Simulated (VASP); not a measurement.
# InP (F-43m) in VASP: further runs

The runs below take InP through relaxation of cell and atoms, with PBE.

Everything below comes from runs of VASP 6.6.1. Logs are shortened: lines on timing, memory, paths and dates and some standing lists are left out, and cuts for length are marked.

### Step 1. Starting point

The structure is cubic, space group F-43m (No. 216). The conventional cell has a = 5.861 Å, b = 5.861 Å, c = 5.861 Å, α = 90.00°, β = 90.00°, γ = 90.00°. In (site symmetry -43m) is surrounded by 4 P at 2.54 Å. P (site symmetry -43m) is surrounded by 4 In at 2.54 Å.

### Step 2. Relaxation of cell and atoms, PBE

Input file INCAR:

```
ALGO     = Normal         # electronic algorithm
EDIFF    = 1E-7           # SCF threshold, eV
EDIFFG   = -0.002         # ionic threshold
ENCUT    = 520            # plane-wave cutoff, eV
GGA      = PE             # functional
IBRION   = 2              # ionic algorithm
ISIF     = 3              # what is computed and relaxed
ISMEAR   = 0              # smearing method
KPAR     = 4            
LASPH    = T              # aspherical terms in the spheres
LCHARG   = F              # write CHGCAR
LREAL    = F              # projectors in reciprocal space
LWAVE    = F              # write WAVECAR
NELM     = 60             # most SCF steps
NSW      = 80             # ionic steps
PREC     = Accurate       # precision mode
SIGMA    = 0.02           # smearing width, eV
```

Input file KPOINTS:

```
k-points
0
Gamma
  10 10 10
```

Input file POSCAR:

```
InP
1.0
    0.0000000000      2.9305000000      2.9305000000
    2.9305000000      0.0000000000      2.9305000000
    2.9305000000      2.9305000000      0.0000000000
In P
1 1
Direct
    0.0000000000      0.0000000000      0.0000000000
    0.2500000000      0.2500000000      0.2500000000
```

Potentials or basis: VASP PAW PBE potentials, release 64 (In_d, P).

Started as:

```
$ cat potpaw_PBE.64/In_d/POTCAR potpaw_PBE.64/P/POTCAR > POTCAR
$ mpirun -np 4 vasp_std > vasp.out
```

OUTCAR:

```text
EDIFF = 1E-7
   EDIFFG = -0.002
   ENCUT = 520
   GGA = PE
   IBRION = 2
   ISIF = 3
   ISMEAR = 0
   LASPH = T
   LREAL = F
   NELM = 60
   NSW = 80
   PREC = Accurate

 ion  position               nearest neighbor table
   1  0.000  0.000  0.000-   2 2.54   2 2.54   2 2.54   2 2.54
   2  0.250  0.250  0.250-   1 2.54   1 2.54   1 2.54   1 2.54

  LATTYP: Found a face centered cubic cell.
 ALAT       =     5.8610000000

  Lattice vectors:

 A1 = (   0.0000000000,   2.9305000000,   2.9305000000)
 A2 = (   2.9305000000,   0.0000000000,   2.9305000000)
 A3 = (   2.9305000000,   2.9305000000,   0.0000000000)

Analysis of symmetry for initial positions (statically):
=====================================================================
 Subroutine PRICEL returns:
 Original cell was already a primitive cell.

 Routine SETGRP: Setting up the symmetry group for a
 face centered cubic supercell.

 Subroutine GETGRP returns: Found 24 space group operations
 (whereof 24 operations were pure point group operations)
 out of a pool of 48 trial point group operations.

The static configuration has the point symmetry T_d .

Analysis of symmetry for dynamics (positions and initial velocities):
=====================================================================
 Subroutine PRICEL returns:
 Original cell was already a primitive cell.

 Routine SETGRP: Setting up the symmetry group for a
 face centered cubic supercell.

 Subroutine GETGRP returns: Found 24 space group operations
 (whereof 24 operations were pure point group operations)
 out of a pool of 48 trial point group operations.

The dynamic configuration has the point symmetry T_d .

 Subroutine INISYM returns: Found 24 space group operations
 (whereof 24 operations are pure point group operations),
 and found     1 'primitive' translations

----------------------------------------------------------------------------------------

                                     Primitive cell

  volume of cell :      50.3333

  direct lattice vectors                    reciprocal lattice vectors
     0.000000000  2.930500000  2.930500000    -0.170619348  0.170619348  0.170619348
     2.930500000  0.000000000  2.930500000     0.170619348 -0.170619348  0.170619348
     2.930500000  2.930500000  0.000000000     0.170619348  0.170619348 -0.170619348

  length of vectors
     4.144352845  4.144352845  4.144352845     0.295521380  0.295521380  0.295521380

  position of ions in fractional coordinates (direct lattice)
     0.000000000  0.000000000  0.000000000
     0.250000000  0.250000000  0.250000000

  ion indices of the primitive-cell ions
   primitive index   ion index
                 1           1
                 2           2

----------------------------------------------------------------------------------------

 KPOINTS: k-points

Automatic generation of k-mesh.
 Grid dimensions read from file:
 generate k-points for:   10   10   10

 Generating k-lattice:

  Cartesian coordinates                     Fractional coordinates (reciprocal lattice)
    -0.017061935  0.017061935  0.017061935     0.100000000  0.000000000  0.000000000
     0.017061935 -0.017061935  0.017061935     0.000000000  0.100000000  0.000000000
     0.017061935  0.017061935 -0.017061935     0.000000000  0.000000000  0.100000000

  Length of vectors
     0.029552138  0.029552138  0.029552138

  Shift w.r.t. Gamma in fractional coordinates (k-lattice)
     0.000000000  0.000000000  0.000000000

 Subroutine IBZKPT returns following result:
 ===========================================

 Found     47 irreducible k-points:

 Following reciprocal coordinates:
            Coordinates               Weight
  0.000000  0.000000  0.000000      1.000000
  0.100000  0.000000  0.000000      8.000000
  0.200000  0.000000  0.000000      8.000000
  0.300000  0.000000  0.000000      8.000000
  0.400000  0.000000  0.000000      8.000000
  0.500000  0.000000  0.000000      4.000000
[... 16 lines left out ...]
  0.300000  0.300000  0.000000      6.000000
  0.400000  0.300000  0.000000     24.000000
 [... further k-points ...]
   k-points           NKPTS =     47   k-points in BZ     NKDIM =     47   number of bands    NBANDS=     13
   number of dos      NEDOS =    301   number of ions     NIONS =      2
   total plane-waves  NPLWV =  32768
   dimension x,y,z NGX =    32 NGY =   32 NGZ =   32
   dimension x,y,z NGXF=    64 NGYF=   64 NGZF=   64
   ions per type =               1   1
   NGX,Y,Z   is equivalent  to a cutoff of  12.84, 12.84, 12.84 a.u.
   NGXF,Y,Z  is equivalent  to a cutoff of  25.67, 25.67, 25.67 a.u.
 SYSTEM =  unknown system
   PREC   = accura    normal or accurate (medium, high low for compatibility)
   ISTART =      0    job   : 0-new  1-cont  2-samecut
   ICHARG =      2    charge: 1-file 2-atom 10-const
   ISPIN  =      1    spin polarized calculation?
   LNONCOLLINEAR =      F non collinear calculations
   LSORBIT =      F    spin-orbit coupling
   LASPH  =      T    aspherical Exc in radial PAW
   ENCUT  =  520.0 eV  38.22 Ry    6.18 a.u.   7.71  7.71  7.71*2*pi/ulx,y,z
   NELM   =     60;   NELMIN=  2; NELMDL= -5     # of ELM steps
   EDIFF  = 0.1E-06   stopping-criterion for ELM
   LREAL  =      F    real-space projection
   EDIFFG = -.2E-02   stopping-criterion for IOM
   NSW    =     80    number of steps for IOM
   IBRION =      2    ionic relax: 0-MD 1-quasi-New 2-CG
   NFREE  =      1    steps in history (QN), initial steepest desc. (CG)
   ISIF   =      3    stress and relaxation
   ISYM   =      2    0-nonsym 1-usesym 2-fastsym
   POTIM  = 0.5000    time-step for ionic-motion
   TEBEG  =    0.0;   TEEND  =   0.0 temperature during run
   PSTRESS=    0.0 pullay stress
   NELECT =      18.0000    total number of electrons
   NUPDOWN=      -1.0000    fix difference up-down
   EMIN   =  10.00;   EMAX   =-10.00  energy-range for DOS
   EFERMI =   0.00;   METHOD = LEGACY
   ISMEAR =     0;   SIGMA  =   0.02  broadening in eV -4-tet -1-fermi 0-gaus
   EFERMI_NEDOS =   21; number of points for ismear=-14 and -15
   IALGO  =     38    algorithm
   IMIX   =      4    mixing-type and parameters
     AMIX     =   0.40;   BMIX     =  1.00
     AMIX_MAG =   1.60;   BMIX_MAG =  1.00
  volume/ion in A,a.u.               =      25.17       169.83
  Fermi-wavevector in a.u.,A,eV,Ry     =   1.162021  2.195901 18.371846  1.350293
  Thomas-Fermi vector in A             =   2.298587
   LORBIT       =      0    0 simple, 1 ext, 2 COOP (PROOUT), +10 PAW based schemes
   GGA     = PE    functional components
   LHFCALC =     F    Hartree Fock is set to
   AEXX    =    0.0000 exact exchange contribution
   IVDW    =     0    specifies the selected vdW correction
   LEPSILON=     F    determine dielectric tensor
   LRPA    =     F    only Hartree local field effects (RPA)
 conjugate gradient relaxation of ions
 non-spin polarized calculation
 Gauss-broadening in eV      SIGMA  =   0.02
  energy-cutoff  :      520.00
  volume of cell :       50.33
 maximum number of plane-waves:      1380
   NGX = 15   NGY = 15   NGZ = 15

--------------------------------------- Ionic step        1  -------------------------------------------

 number of electron      18.0000005 magnetization

 Free energy of the ion-electron system (eV)
  ---------------------------------------------------
  ext. energy  EPLUGINS =         0.00000000
  ---------------------------------------------------
  free energy    TOTEN  =        -8.38247498 eV

  energy without entropy =       -8.38247498  energy(sigma->0) =       -8.38247498

------------------------ aborting loop because EDIFF is reached ----------------------------------------

  FORCE on cell =-STRESS in cart. coord.  units (eV):
  Direction    XX          YY          ZZ          XY          YZ          ZX
  --------------------------------------------------------------------------------------
  -------------------------------------------------------------------------------------
  Total        1.0326927      1.0326927      1.0326927     -0.0000000      0.0000000     -0.0000000
  in kB       32.8720286     32.8720286     32.8720286     -0.0000000      0.0000000     -0.0000000
  external PRESSURE =      32.8720286 kB  Pullay stress =       0.0000000 kB

 VOLUME and BASIS-vectors are now :
 -----------------------------------------------------------------------------
  energy-cutoff  :      520.00
  volume of cell :       50.33
      direct lattice vectors                 reciprocal lattice vectors
     0.000000000  2.930500000  2.930500000    -0.170619348  0.170619348  0.170619348
     2.930500000  0.000000000  2.930500000     0.170619348 -0.170619348  0.170619348
     2.930500000  2.930500000  0.000000000     0.170619348  0.170619348 -0.170619348
[... 37 lines left out ...]
 POSITION                                       TOTAL-FORCE (eV/Angst)
 -----------------------------------------------------------------------------------
      6.00700      6.00700      6.00700         0.000000      0.000000      0.000000
      1.50175      1.50175      1.50175        -0.000000     -0.000000     -0.000000
 -----------------------------------------------------------------------------------
    total drift:                               -0.000000     -0.000000     -0.000000

  FREE ENERGIE OF THE ION-ELECTRON SYSTEM (eV)
  ---------------------------------------------------
  free  energy   TOTEN  =        -8.4014726800 eV

  energy  without entropy=       -8.4014726800  energy(sigma->0) =       -8.40147268

--------------------------------------- Ionic step        3  -------------------------------------------

 number of electron      18.0000005 magnetization

 Free energy of the ion-electron system (eV)
  ---------------------------------------------------
  ext. energy  EPLUGINS =         0.00000000
  ---------------------------------------------------
  free energy    TOTEN  =        -8.40729088 eV

  energy without entropy =       -8.40729088  energy(sigma->0) =       -8.40729088

 E-fermi :   4.7654     XC(G=0):  -9.0668

 val. band max:        4.6654310754   @ k =   0.0000   0.0000   0.0000
 cond. band min:       5.1094056704   @ k =   0.0000   0.0000   0.0000
 fundamental gap:      0.4439745950
 Fermi energy:         4.7654059214

 k-point     1 :       0.0000    0.0000    0.0000
  band No.  band energies     occupation
      1      -9.4308      2.00000
      2      -9.4308      2.00000
      3      -9.4308      2.00000
      4      -9.3018      2.00000
      5      -9.3018      2.00000
      6      -6.5267      2.00000
      7       4.6654      2.00000
      8       4.6654      2.00000
      9       4.6654      2.00000
     10       5.1094      0.00000
     11       8.7551      0.00000
     12       8.7551      0.00000
     13       8.7551      0.00000

 k-point     2 :       0.1000    0.0000    0.0000
  band No.  band energies     occupation
      1      -9.4407      2.00000
      2      -9.4266      2.00000
      3      -9.4266      2.00000
      4      -9.3018      2.00000
      5      -9.3018      2.00000
      6      -6.4206      2.00000
      7       3.4783      2.00000
      8       4.5516      2.00000
      9       4.5516      2.00000
     10       5.9634      0.00000
     11       8.7985      0.00000
[... 339 lines left out ...]
 k-point    24 :       0.4000    0.3000    0.0000
  band No.  band energies     occupation
      1      -9.5555      2.00000
      2      -9.3662      2.00000
      3      -9.3635      2.00000
      4      -9.3302      2.00000
      5      -9.2794      2.00000
      6      -4.9910      2.00000
      7       0.0518      2.00000
      8       2.6324      2.00000
      9       2.8805      2.00000
     10       6.9634      0.00000
     11       7.6508      0.00000
     12      11.3755      0.00000
     13      12.0122      0.00000

 [... further k-points ...]
[... 5 lines left out ...]
  --------------------------------------------------------------------------------------
  -------------------------------------------------------------------------------------
  Total        0.0024033      0.0024033      0.0024033     -0.0000000      0.0000000      0.0000000
  in kB        0.0728306      0.0728306      0.0728306     -0.0000000      0.0000000      0.0000000
  external PRESSURE =       0.0728306 kB  Pullay stress =       0.0000000 kB

 VOLUME and BASIS-vectors are now :
 -----------------------------------------------------------------------------
  energy-cutoff  :      520.00
  volume of cell :       52.87
      direct lattice vectors                 reciprocal lattice vectors
    -0.000000000  2.978898885  2.978898885    -0.167847255  0.167847255  0.167847255
     2.978898885 -0.000000000  2.978898885     0.167847255 -0.167847255  0.167847255
     2.978898885  2.978898885  0.000000000     0.167847255  0.167847255 -0.167847255

 POSITION                                       TOTAL-FORCE (eV/Angst)
 -----------------------------------------------------------------------------------
      0.00000      0.00000      0.00000         0.000000      0.000000      0.000000
      1.48945      1.48945      1.48945        -0.000000     -0.000000     -0.000000
 -----------------------------------------------------------------------------------
    total drift:                               -0.000000     -0.000000     -0.000000

  FREE ENERGIE OF THE ION-ELECTRON SYSTEM (eV)
  ---------------------------------------------------
  free  energy   TOTEN  =        -8.4072908823 eV

  energy  without entropy=       -8.4072908823  energy(sigma->0) =       -8.40729088

 reached required accuracy - stopping structural energy minimisation
```

It took 28 s on 4 MPI ranks of AMD EPYC 7R13 (Zen 3), shared host; peak memory 0.18 GiB.

Results:

* Free energy: -8.4073 eV
* Relaxed volume: 26.43 Å³/atom
* Relaxed cell: a = 4.213 Å, b = 4.213 Å, c = 4.213 Å, α = 60.00°, β = 60.00°, γ = 60.00°
* Space group after relaxing (to 0.05 Å): F-43m (No. 216)
* Energy gained by relaxing: 12.4 meV/atom
* Ionic steps: 3
* Pressure after relaxing: 0.0 GPa
* Band gap on the k mesh: 0.44 eV, direct

The path:
```
step  energy change (eV)  largest force (eV/Å)  pressure (GPa)  volume (Å³)
   1              0.0000                0.0000            3.29        50.33
   2             -0.0190                0.0000           -1.38        54.19
   3             -0.0248                0.0000            0.01        52.87
```

Final structure:
```
CELL_PARAMETERS angstrom
0.00000 2.97890 2.97890
2.97890 0.00000 2.97890
2.97890 2.97890 0.00000
ATOMIC_POSITIONS crystal
In 0.00000 0.00000 0.00000
P 0.25000 0.25000 0.25000
```

Levels at points of the mesh, in eV from the valence-band top:
```csv
k point,band 7,band 8,band 9,band 10,band 11,band 12
"(0.00, 0.00, 0.00)",0.00,0.00,0.00,0.44,4.09,4.09
"(0.50, 0.00, 0.00)",-5.48,-0.90,-0.90,1.38,4.80,4.80
"(0.50, 0.50, 0.00)",-5.54,-2.16,-2.16,1.85,2.26,8.91
```

Caveat: spin-orbit coupling is left out, which moves the levels of the heavy elements. PBE usually gives volumes a little too large and moduli too small.

### Step 3. Relaxation of cell and atoms, PBE

This run uses another cell than the first one, of 26.43 Å³/atom, 1.050 times its volume.

INCAR is that of step 2.

KPOINTS is that of step 2.

Input file POSCAR:

```
InP                                     
1.0
   -0.0000000000      2.9788988846      2.9788988846
    2.9788988846     -0.0000000000      2.9788988846
    2.9788988846      2.9788988846      0.0000000000
  In              P             
     1     1
Direct
     0.0000000000000000    0.0000000000000000    0.0000000000000000
     0.2500000000000000    0.2500000000000000    0.2500000000000000
```

Potentials or basis: VASP PAW PBE potentials, release 64 (In_d, P).

Started as:

```
$ cat potpaw_PBE.64/In_d/POTCAR potpaw_PBE.64/P/POTCAR > POTCAR
$ mpirun -np 4 vasp_std > vasp.out
```

It took 12 s on 4 MPI ranks of AMD EPYC 7R13 (Zen 3), shared host; peak memory 0.17 GiB.

Results (log left out):

```
Free energy             : -8.4080 eV
Pressure after relaxing : 0.0 GPa
Band gap on the k mesh  : 0.44 eV, direct
```

Final structure:
```xyz
2
Lattice="0.0000 2.9789 2.9789 2.9789 0.0000 2.9789 2.9789 2.9789 0.0000" Properties=species:S:1:pos:R:3 pbc="T T T"
In    0.0000    0.0000    0.0000
P     1.4894    1.4894    1.4894
```

Levels at points of the mesh, in eV from the valence-band top:
| k point | band 5 | band 6 | band 7 | band 8 | band 9 | band 10 | band 11 | band 12 | band 13 |
| --- | --- | --- | --- | --- | --- | --- | --- | --- | --- |
| (0.00, 0.00, 0.00) | -13.97 | -11.19 | 0.00 | 0.00 | 0.00 | 0.44 | 4.09 | 4.09 | 4.09 |
| (0.50, 0.00, 0.00) | -13.96 | -9.63 | -5.48 | -0.90 | -0.90 | 1.38 | 4.80 | 4.80 | 6.99 |
| (0.50, 0.50, 0.00) | -13.94 | -9.03 | -5.54 | -2.16 | -2.16 | 1.85 | 2.26 | 8.91 | 9.27 |

Caveat: the relaxation stopped at its first step, so nothing moved; spin-orbit coupling is left out, which moves the levels of the heavy elements.
